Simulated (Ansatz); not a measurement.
# C (Fd-3m, 2 atoms in the cell) under uniaxial strain along [001]

Aim: how do the optical modes of C (Fd-3m, 2 atoms in the cell) shift and split under this strain?

Main program and level: Ansatz 0.2.0; DFT PBE, scalar-relativistic, plane waves, PAW; PAW set soft_1.

### Step 1. The structure

It takes space group Fd-3m (No. 227, cubic). The conventional cell has a = 3.567 Å, b = 3.567 Å, c = 3.567 Å, α = 90.00°, β = 90.00°, γ = 90.00°. Nearest to C lie 4 C at 1.54 Å.

### Step 2. Relaxation

The cell and atoms are relaxed, since residual forces and stress would shift the frequencies.

input.yaml

```yaml
crystal:
  lattice:
    - [0.0, 1.78337, 1.78337]
    - [1.78337, 0.0, 1.78337]
    - [1.78337, 1.78337, 0.0]
  atoms:
    - { symbol: C, position: [0.5, 0.5, 0.5] }
    - { symbol: C, position: [0.75, 0.75, 0.75] }
kpoints:
  mp_grid: { grid: [12, 12, 12] }
hamiltonian:
  xc: pbe
  pseudopotentials: { kind: paw, azcp: { folder: soft_1 } }
scf:
  occupations: { method: gaussian, width: 0.02 }
output:
  forces: true
  stress: true
  eigenvalues: true
  write_density: true
  write_potential: true
  elf: true
  volumetric_format: npy
relax:
  adjacent_minimum: "off"
  f_tol: 0.005
  max_steps: 80
  cell: { stress_tol: 0.05 }
```

The run is started by

```console
$ ansatz run input.yaml --threads 4 --pin off --max-ram 10240MiB --backend cpu --events-out ev --progress --plain --runs-dir out
```

Numbers of over 12 decimals in the logs are rounded to 6 here.

The program printed:

```text
Engine: ansatz 0.2.0, x86_64-unknown-linux-gnu
Pseudopotentials: kind: paw
Pseudopotential: C, paw, valence charge 4, recommended cutoff 420 eV (normal), soft_1/C.paw.azcp
Functional definition: PBE
  parameter kappa = 0.804
  parameter beta = 0.066725
  exchange = pbe_x(kappa = kappa, mu = beta*pi^2/3)
  correlation = pbe_c(beta = beta)
Crystal: 2 atoms, lattice volume = 11.344 Å³
Basis set: ecut = 420 eV, 229 PW (Γ), exchange–correlation on 36×36×36 points (8 copies of the dense FFT grid, shifted against one another)
Bands: 8, of which v1, the nominal top of the filled ones, is band 4 counted from 1 (3 counted from 0)
Symmetry: 48 space group operations
Space group: Fd-3m (ITA 227), of the structure as read, at distance tolerance 2.2e-5 Å
k-points: 72 of 1728
Non-local potential: C, projectors of the file, l = 0: 2, l = 1: 2, l = 2: 1
PAW form: soft (Blöchl's): semilocal exchange-correlation on the pseudo side does not see the compensation charge
PAW one-centre angular grid: C, 110 points (default); XC on 64 Gauss nodes
Initial density: superposition of atomic densities (chi_scale 0.1, normalization cell)
Initial wavefunctions: pseudopotential atomic-orbital guess
Functional: x = pbe(κ = 0.804, μ = 0.219515), c = pbe(β = 0.066725)
SCF iter   1: F=—  HF=-502.168200 eV  |F-HF|=—  |Δ(HF+E_count)|=         —  Δρ=1.39e-1  dr2=1.54e0  ethr=3.10e-3  ⟨swp⟩=4.8  Hψ=3719  notcnv=0
preconditioner: auto → none  [insulator: Δε(μ)=4.800 eV  Ē_g=19.616 eV  σ=0.020 eV  W_gap=1.00  n_scr=0 (ndim 8)  ℏωp=31.2 eV  f_vac=0.000  D(μ)=0.00/eV (n_scr^D=0)  ε∞_Penn≈3.5]
SCF iter   2: F=—  HF=-501.688599 eV  |F-HF|=—  |Δ(HF+E_count)|=   4.80e-1  Δρ=6.03e-2  dr2=2.77e-1  ethr=3.10e-3  ⟨swp⟩=2.9  Hψ=1673  notcnv=0
SCF iter   3: F=—  HF=-501.613944 eV  |F-HF|=—  |Δ(HF+E_count)|=   7.47e-2  Δρ=3.95e-3  dr2=6.55e-4  ethr=3.10e-3  ⟨swp⟩=3.0  Hψ=1152  notcnv=0
SCF iter   4: F=—  HF=-501.614529 eV  |F-HF|=—  |Δ(HF+E_count)|=   5.86e-4  Δρ=3.06e-4  dr2=3.27e-6  ethr=8.19e-6  ⟨swp⟩=2.2  Hψ=1127  notcnv=0
SCF iter   5: F=—  HF=-501.614533 eV  |F-HF|=—  |Δ(HF+E_count)|=   3.36e-6  Δρ=2.73e-5  dr2=2.50e-8  ethr=4.08e-8  ⟨swp⟩=2.1  Hψ=811  notcnv=0
SCF iter   6: F=-501.614533 eV  HF=-501.614533 eV  |F-HF|=5.29e-12  |Δ(HF+E_count)|=   5.99e-8  Δρ=7.92e-7  dr2=4.64e-11  ethr=3.12e-10  ⟨swp⟩=4.7  Hψ=2701  notcnv=0
SCF 1 converged in 6 iterations: F = -501.614533 eV  dr2 = 4.64e-11
  greatest PAW one-centre occupation: 0.646 electrons in one spin orbital (limit 2), on the C atom at site 1 (counted from 0), in its partial waves of l = 0
relax step   1: F+E_penalty+E_count = -501.61453280 eV  Δ(F+E_penalty+E_count) = +0.000e0 eV  max|allowed force component| = 9.830e-18 eV/Å  Δτ_max = 0.0000 Å  P = +1.794 GPa  Ω = 11.344 Å³  (6 SCF iters, dr2 threshold 1.00e-7 eV, accepted)
Crystal: 2 atoms, lattice volume = 11.372 Å³
Initial density: handed on by an earlier stage of this run
Initial wavefunctions: those handed on with the density
iter 1 solved again at ethr=4.54e-7 eV; its pass at ethr=3.10e-3 eV (dr2=3.63e-5 eV) is discarded
SCF iter   1: F=—  HF=-501.614658 eV  |F-HF|=—  |Δ(HF+E_count)|=         —  Δρ=5.99e-4  dr2=3.55e-5  ethr=4.54e-7  ⟨swp⟩=1.0  Hψ=3969  notcnv=0
preconditioner: auto → none  [insulator: Δε(μ)=4.152 eV  Ē_g=19.588 eV  σ=0.020 eV  W_gap=1.00  n_scr=0 (ndim 8)  ℏωp=31.1 eV  f_vac=0.000  D(μ)=0.00/eV (n_scr^D=0)  ε∞_Penn≈3.5]
SCF iter   2: F=—  HF=-501.614648 eV  |F-HF|=—  |Δ(HF+E_count)|=   9.68e-6  Δρ=2.48e-4  dr2=6.26e-6  ethr=4.43e-7  ⟨swp⟩=1.0  Hψ=576  notcnv=0
iter 3 did not close the SCF: its close was put off for the readings that it lacked (scf_convergence_deferred on its scf_iter line)
SCF iter   3: F=-501.614647 eV  HF=-501.614647 eV  |F-HF|=2.49e-8  |Δ(HF+E_count)|=   1.60e-6  Δρ=2.10e-5  dr2=2.85e-8  ethr=7.83e-8  ⟨swp⟩=2.0  Hψ=864  notcnv=0
iter 4 did not close the SCF: its close was put off for the readings that it lacked (scf_convergence_deferred on its scf_iter line)
SCF iter   4: F=-501.614647 eV  HF=-501.614647 eV  |F-HF|=5.85e-10  |Δ(HF+E_count)|=   2.79e-8  Δρ=3.70e-6  dr2=1.27e-9  ethr=3.57e-10  ⟨swp⟩=2.4  Hψ=845  notcnv=0
iter 5 did not close the SCF: its close was put off for the readings that it lacked (scf_convergence_deferred on its scf_iter line)
SCF iter   5: F=-501.614647 eV  HF=-501.614647 eV  |F-HF|=1.93e-12  |Δ(HF+E_count)|=  4.34e-10  Δρ=2.73e-7  dr2=5.81e-12  ethr=1.59e-11  ⟨swp⟩=2.1  Hψ=865  notcnv=0
SCF iter   6: F=-501.614647 eV  HF=-501.614647 eV  |F-HF|=2.27e-13  |Δ(HF+E_count)|=  1.36e-12  Δρ=1.60e-8  dr2=2.00e-14  ethr=1.00e-12  ⟨swp⟩=3.7  Hψ=2099  notcnv=0
SCF 2 converged in 6 iterations: F = -501.614647 eV  dr2 = 2.00e-14
relax step   2: F+E_penalty+E_count = -501.61464673 eV  Δ(F+E_penalty+E_count) = -1.139e-4 eV  max|allowed force component| = 7.459e-17 eV/Å  Δτ_max = 0.0000 Å  P = +0.701 GPa  Ω = 11.372 Å³  energy of the carried Pulay correction = -1.034e-4 eV  (6 SCF iters, dr2 threshold 2.00e-7 eV, accepted)
Crystal: 2 atoms, lattice volume = 11.390 Å³
iter 1 solved again at ethr=1.87e-7 eV; its pass at ethr=3.10e-3 eV (dr2=1.50e-5 eV) is discarded
SCF iter   1: F=—  HF=-501.614624 eV  |F-HF|=—  |Δ(HF+E_count)|=         —  Δρ=3.84e-4  dr2=1.46e-5  ethr=1.87e-7  ⟨swp⟩=1.0  Hψ=3974  notcnv=0
preconditioner: auto → none  [insulator: Δε(μ)=4.149 eV  Ē_g=19.565 eV  σ=0.020 eV  W_gap=1.00  n_scr=0 (ndim 8)  ℏωp=31.1 eV  f_vac=0.000  D(μ)=0.00/eV (n_scr^D=0)  ε∞_Penn≈3.5]
SCF iter   2: F=—  HF=-501.614620 eV  |F-HF|=—  |Δ(HF+E_count)|=   4.05e-6  Δρ=1.59e-4  dr2=2.58e-6  ethr=1.83e-7  ⟨swp⟩=1.0  Hψ=578  notcnv=0
iter 3 did not close the SCF: its close was put off for the readings that it lacked (scf_convergence_deferred on its scf_iter line)
SCF iter   3: F=-501.614620 eV  HF=-501.614620 eV  |F-HF|=1.03e-8  |Δ(HF+E_count)|=   6.61e-7  Δρ=1.35e-5  dr2=1.17e-8  ethr=3.23e-8  ⟨swp⟩=2.0  Hψ=864  notcnv=0
iter 4 did not close the SCF: its close was put off for the readings that it lacked (scf_convergence_deferred on its scf_iter line)
SCF iter   4: F=-501.614620 eV  HF=-501.614620 eV  |F-HF|=2.34e-10  |Δ(HF+E_count)|=   1.16e-8  Δρ=2.34e-6  dr2=5.11e-10  ethr=1.46e-10  ⟨swp⟩=2.4  Hψ=845  notcnv=0
iter 5 did not close the SCF: its close was put off for the readings that it lacked (scf_convergence_deferred on its scf_iter line)
SCF iter   5: F=-501.614620 eV  HF=-501.614620 eV  |F-HF|=7.39e-13  |Δ(HF+E_count)|=  1.74e-10  Δρ=1.72e-7  dr2=2.28e-12  ethr=6.38e-12  ⟨swp⟩=2.1  Hψ=865  notcnv=0
SCF iter   6: F=-501.614620 eV  HF=-501.614620 eV  |F-HF|=5.68e-14  |Δ(HF+E_count)|=  2.27e-13  Δρ=1.00e-8  dr2=7.83e-15  ethr=1.00e-12  ⟨swp⟩=3.2  Hψ=2032  notcnv=0
SCF 3 converged in 6 iterations: F = -501.614620 eV  dr2 = 7.83e-15
relax step   3: F+E_penalty+E_count = -501.61461977 eV  Δ(F+E_penalty+E_count) = +2.695e-5 eV  max|allowed force component| = 1.480e-16 eV/Å  Δτ_max = 0.0000 Å  P = +0.004 GPa  Ω = 11.390 Å³  energy of the carried Pulay correction = -1.699e-4 eV  (6 SCF iters, dr2 threshold 2.00e-7 eV, accepted)
Initial wavefunctions: pseudopotential atomic-orbital guess (no wavefunctions were taken with the density)
iter 1 solved again at ethr=2.20e-8 eV; its pass at ethr=3.10e-3 eV (dr2=1.76e-6 eV) is discarded
SCF iter   1: F=—  HF=-501.614735 eV  |F-HF|=—  |Δ(HF+E_count)|=         —  Δρ=1.53e-5  dr2=3.31e-9  ethr=2.20e-8  ⟨swp⟩=3.3  Hψ=5484  notcnv=0
preconditioner: auto → none  [insulator: Δε(μ)=4.151 eV  Ē_g=19.565 eV  σ=0.020 eV  W_gap=1.00  n_scr=0 (ndim 8)  ℏωp=31.1 eV  f_vac=0.000  D(μ)=0.00/eV (n_scr^D=0)  ε∞_Penn≈3.5]
SCF iter   2: F=—  HF=-501.614735 eV  |F-HF|=—  |Δ(HF+E_count)|=   4.54e-7  Δρ=7.76e-6  dr2=7.97e-10  ethr=4.14e-11  ⟨swp⟩=2.2  Hψ=861  notcnv=0
iter 3 did not close the SCF: its close was put off for the readings that it lacked (scf_convergence_deferred on its scf_iter line)
SCF iter   3: F=-501.614735 eV  HF=-501.614735 eV  |F-HF|=5.00e-12  |Δ(HF+E_count)|=   3.07e-9  Δρ=3.03e-7  dr2=1.71e-12  ethr=9.96e-12  ⟨swp⟩=2.0  Hψ=863  notcnv=0
iter 4 did not close the SCF: its close was put off for the readings that it lacked (scf_convergence_deferred on its scf_iter line)
SCF iter   4: F=-501.614735 eV  HF=-501.614735 eV  |F-HF|=5.68e-14  |Δ(HF+E_count)|=  5.06e-12  Δρ=1.81e-8  dr2=8.09e-15  ethr=1.00e-12  ⟨swp⟩=1.0  Hψ=576  notcnv=0
iter 5 did not close the SCF: its close was put off for the readings that it lacked (scf_convergence_deferred on its scf_iter line)
SCF iter   5: F=-501.614735 eV  HF=-501.614735 eV  |F-HF|=3.41e-13  |Δ(HF+E_count)|=  3.41e-13  Δρ=1.49e-9  dr2=1.51e-16  ethr=1.00e-12  ⟨swp⟩=1.0  Hψ=576  notcnv=0
iter 6 did not close the SCF: its close was put off for the readings that it lacked (scf_convergence_deferred on its scf_iter line)
SCF iter   6: F=-501.614735 eV  HF=-501.614735 eV  |F-HF|=1.71e-13  |Δ(HF+E_count)|=  2.27e-13  Δρ=2.17e-10  dr2=1.54e-18  ethr=1.00e-12  ⟨swp⟩=1.0  Hψ=576  notcnv=0
SCF iter   7: F=-501.614735 eV  HF=-501.614735 eV  |F-HF|=2.84e-13  |Δ(HF+E_count)|=  2.84e-13  Δρ=6.43e-11  dr2=4.00e-19  ethr=1.00e-12  ⟨swp⟩=1.3  Hψ=1470  notcnv=0
SCF 4 converged in 7 iterations: F = -501.614735 eV  dr2 = 4.00e-19
relax step   4: F+E_penalty+E_count = -501.61473483 eV  Δ(F+E_penalty+E_count) = -1.151e-4 eV  max|allowed force component| = 1.249e-16 eV/Å  Δτ_max = 0.0000 Å  P = +0.030 GPa  Ω = 11.390 Å³  stress off target by 2.96e-2 GPa  SCF on the basis re-selected at this cell (its energy is not comparable with the rows above)  (7 SCF iters)
basis re-selected at this cell: Δ(F+E_penalty+E_count) = -1.151e-4 eV, ΔP = +0.026 GPa vs the last step (what re-selecting the basis moved, of the pressure what is left beyond the Pulay correction that the steps carried, after the strain that the cell walked since its last selection, with what the two solves' SCF thresholds leave and, on support functions, any second-order correction that the steps lacked; it is no m [...]
SCF converged after 7 iterations
Free energy (F): -501.614735 eV
Harris-Foulkes:  -501.614735 eV  (|F-HF|=2.84e-13)
Internal energy: -501.614735 eV  (E = F + TS)
E sigma→0 (E₀):  -501.614735 eV
Fermi energy:    15.349756 eV
--- Per-component energies (eV) ---
  E_band       = 34.549472
  E_kinetic    = 179.502066
  E_local      = -110.698283  (includes V_loc(G=0)·N_el)
  E_nonlocal   = 45.794465
  E_hartree    = 26.520597
  E_xc         = -95.356061
  E_vxc        = -117.762768  (∫ρ·V_xc dr)
  E_paw        = -199.884582  (= ΣΔE_a)
  E_vpaw       = -15.327245  (= ΣTr[D̂ρ^β])
  E_aug_tail   = 0.000043  (compensation charges beyond the density's cutoff)
  E_ewald      = -347.492980
  E_smearing   = -0.000000  (= −TS)
  E_closure    = 0.000000  (closes the sum)
  Σ components = -501.614735   (vs F -501.614735, Δ=0.00e0)
--- Forces (eV/Å), atoms counted from 1 ---
  atom   1  C      0.00000000    -0.00000000    -0.00000000
  atom   2  C      0.00000000    -0.00000000     0.00000000
  max |Σ_I F_I| component: 2.41e-16 eV/Å
--- Stress (GPa, compression-positive) ---
        0.029578       0.000000      -0.000000
        0.000000       0.029578       0.000000
       -0.000000       0.000000       0.029578
  P = ⅓ Tr σ = 0.0296 GPa (0.296 kbar)
--- Band table (eV; the first three rows and the last of 72) ---
  k-point 0: bands = ["-8.1591", "13.2742", "13.2742", "13.2742", "18.8552", "18.8552", "18.8552", "26.4328"]
  k-point 1: bands = ["-7.9673", "12.0515", "12.9523", "12.9523", "19.2754", "19.2754", "19.5631", "26.6028"]
  k-point 2: bands = ["-7.3941", "9.5279", "12.2531", "12.2531", "20.1894", "20.1894", "20.6355", "27.0944"]
  k-point 71: bands = ["1.3166", "1.3166", "4.9803", "4.9803", "23.8762", "23.8762", "25.5127", "25.5127"]
--- Relaxed structure (3 steps of the walk, 3 accepted, 1 SCFs on fresh bases) ---
  F+E_penalty+E_count = -501.61473483 eV   max|allowed force component| = 1.249e-16 eV/Å   (the final SCF, on the basis selected at the relaxed cell)
  cell:  # Å, volume = 11.3896 Å³
    - [0, 1.785774, 1.785774]
    - [1.785774, 0, 1.785774]
    - [1.785774, 1.785774, 0]
  atoms:
    - { symbol: C, position: [0.500000, 0.500000, 0.500000] }
    - { symbol: C, position: [0.750000, 0.750000, 0.750000] }
```

The job ended after 2.7 s (4 threads of Intel Xeon at 2.50GHz (Skylake/Cascade Lake), shared host; peak memory 0.3 GiB; 6.5 s of CPU time).

The steps of the relaxation:

```csv
step,energy less that of the first step (eV),largest force component (eV/Å),pressure (GPa),volume (Å³)
1,0.0000,0.0000,1.79,11.34
2,-0.0001,0.0000,0.70,11.37
3,-0.0001,0.0000,0.00,11.39
4*,-0.0002,0.0000,0.03,11.39
```

Relaxation steps marked * repeat the geometry before them on a plane-wave basis chosen anew for their cell, so energy and pressure can jump there.

The run keeps the 48 symmetry operations that it works with, so distortions that break them were not tested.

```csv
"conventional cell, symmetrised",before,after,change
a (Å),3.567,3.572,+0.1 %
b (Å),3.567,3.572,+0.1 %
c (Å),3.567,3.572,+0.1 %
volume (Å³/atom),5.67,5.69,+0.4 %
```

Final coordinates:

```cif
data_structure
_symmetry_space_group_name_H-M 'P 1'
_symmetry_Int_Tables_number 1
_cell_length_a 2.5255
_cell_length_b 2.5255
_cell_length_c 2.5255
_cell_angle_alpha 60.000
_cell_angle_beta 60.000
_cell_angle_gamma 60.000
_cell_volume 11.39
loop_
_atom_site_label
_atom_site_type_symbol
_atom_site_fract_x
_atom_site_fract_y
_atom_site_fract_z
_atom_site_occupancy
C1 C 0.50000 0.50000 0.50000 1
C2 C 0.75000 0.75000 0.75000 1
```

Numbers from this step:

```yaml
pressure: 0.02958 GPa
gap_on_the_k_mesh: 4.151 eV
volume_per_atom: 5.695 Å³
```

Electrostatic potential energy in the ac plane of a cell with a along [110], b along [-110] and c along [001] of the cube at fractional y = 0.000, with atoms of C within 0.2 Å of it. With pseudopotentials it is smooth inside the atoms' cores, unlike the true potential.

Ten even steps from '_' (-48 eV) to '@' (14 eV), each cell a mean:
```
..==%%@@@@##::..==%%@@@@##::
##%%@@@@@@@@####%%@@@@@@@@##
@@@@@@@@@@@@@@@@@@@@@@@@@@@@
@@@@@@@@@@@@@@@@@@@@@@@@@@@@
@@@@@@%%%%@@@@@@@@@@%%%%@@@@
@@@@**::==%%@@@@@@**::==%%@@
@@%%--__..**@@@@%%--__..**@@
==**++::--**++==**++::--**++
__--%%%%%%**..__--%%%%%%**..
```
Columns run along a (5.1 Å; values clipped at the 3rd and 97th percentile), rows up along c (3.6 Å), edges of the conventional cell, whose origin can differ from the input's. Atoms in or near the plane, at fractional coordinates: C at (0.00, 0.00), C at (0.50, 0.00), C at (0.25, 0.25), C at (0.75, 0.25).

ELF in the ac plane of a cell with a along [110], b along [-110] and c along [001] of the cube at fractional y = 0.000, with atoms of C within 0.2 Å of it. It is the smooth field of the valence electrons, not physical close to the nuclei.

Ten even steps from '0' (0.03) to '9' (0.90), each cell a mean:
```
25423532542353
64100356410035
21000022100002
00011000001100
01354200135420
13544421354442
57513765751376
69857986985798
17867831786783
```
Columns run along a (5.1 Å), rows up along c (3.6 Å), edges of the conventional cell, whose origin can differ from the input's. Atoms in or near the plane, at fractional coordinates: C at (0.00, 0.00), C at (0.50, 0.00), C at (0.25, 0.25), C at (0.75, 0.25).

Valence density in the ac plane of a cell with a along [110], b along [-110] and c along [001] of the cube at fractional y = 0.000, with atoms of C within 0.2 Å of it. It is the smooth field of the valence electrons, not physical close to the nuclei.

Values in e/Å³, 9 rows by 14 columns, each cell a mean:
```
1.6 1.1 0.5 0.3 0.4 0.8 1.5 1.6 1.1 0.5 0.3 0.4 0.8 1.5
1.0 0.6 0.2 0.1 0.2 0.4 0.8 1.0 0.6 0.2 0.1 0.2 0.4 0.8
0.3 0.2 0.1 0.1 0.1 0.2 0.3 0.3 0.2 0.1 0.1 0.1 0.2 0.3
0.1 0.1 0.2 0.2 0.2 0.2 0.1 0.1 0.1 0.2 0.2 0.2 0.2 0.1
0.1 0.2 0.4 0.7 0.6 0.3 0.1 0.1 0.2 0.4 0.7 0.6 0.3 0.1
0.2 0.4 1.0 1.5 1.3 0.6 0.3 0.2 0.4 1.0 1.5 1.3 0.6 0.3
0.6 0.9 1.5 1.6 1.6 1.2 0.7 0.6 0.9 1.5 1.6 1.6 1.2 0.7
1.4 1.5 1.7 1.6 1.7 1.6 1.5 1.4 1.5 1.7 1.6 1.7 1.6 1.5
1.6 1.6 1.1 0.8 0.9 1.4 1.7 1.6 1.6 1.1 0.8 0.9 1.4 1.7
```
Columns run along a (5.1 Å), rows up along c (3.6 Å), edges of the conventional cell, whose origin can differ from the input's. Atoms in or near the plane, at fractional coordinates: C at (0.00, 0.00), C at (0.50, 0.00), C at (0.25, 0.25), C at (0.75, 0.25).

In this step the volume went from 5.67 to 5.69 Å³/atom.

### Step 3. Tight relaxation

Phonons need small forces and stress, so the relaxation is finished with tight tolerances on 12×12×12 k points.

input.yaml, the sections that differ from step 2:

```yaml
crystal:
  lattice:
    - [0.0, 1.7857737936, 1.7857737936]
    - [1.7857737936, 0.0, 1.7857737936]
    - [1.7857737936, 1.7857737936, 0.0]
  atoms:
    - { symbol: C, position: [0.5, 0.5, 0.5] }
    - { symbol: C, position: [0.75, 0.75, 0.75] }
scf:
  occupations: { method: fixed }
output:
  forces: true
  stress: true
  eigenvalues: true
relax:
  adjacent_minimum: "off"
  f_tol: 0.001
  max_steps: 60
  cell: { stress_tol: 0.01 }
# kpoints, hamiltonian: as in step 2
```

The program printed:

```text
[...]
Crystal: 2 atoms, lattice volume = 11.390 Å³
Basis set: ecut = 420 eV, 229 PW (Γ), exchange–correlation on 36×36×36 points (8 copies of the dense FFT grid, shifted against one another)
Bands: 8, of which v1, the nominal top of the filled ones, is band 4 counted from 1 (3 counted from 0)
Symmetry: 48 space group operations
[...]
k-points: 72 of 1728
[...]
P = ⅓ Tr σ = -0.0002 GPa (-0.002 kbar)
--- Band table (eV; the first three rows and the last of 72) ---
[...]
--- Relaxed structure (3 steps of the walk, 3 accepted, 1 SCFs on fresh bases) ---
[...]
cell:  # Å, volume = 11.3904 Å³
    - [0, 1.785815, 1.785815]
    - [1.785815, 0, 1.785815]
    - [1.785815, 1.785815, 0]
  atoms:
    - { symbol: C, position: [0.5, 0.5, 0.5] }
    - { symbol: C, position: [0.750000, 0.750000, 0.750000] }
[key lines of the parts left out:]
SCF converged after 3 iterations
Free energy (F): -501.614732 eV
Fermi energy:    13.272969 eV
```

Elapsed: 2.1 s, on 4 threads; peak memory 0.29 GiB.

Little changed from the start: no atom moved by 0.005 Å and no cell edge by 0.1 %.

This step gave:

```
pressure : -1.70e-4 GPa
```

The forces vanish by symmetry and the pressure is 0.000 GPa, within the tolerances set. The cell now holds 5.70 Å³/atom.

(Part 1 of 3 ends here.)

[Logs are printed without paths, hosts, clocks, repeated set-up lines and the standing remarks that a program may print on its own settings, such as how far it seeks lower states.]

[Hosts, paths, dates, database ids (printed as entryN), source tags and the programs' standing remarks are cut or masked in the printed files.]
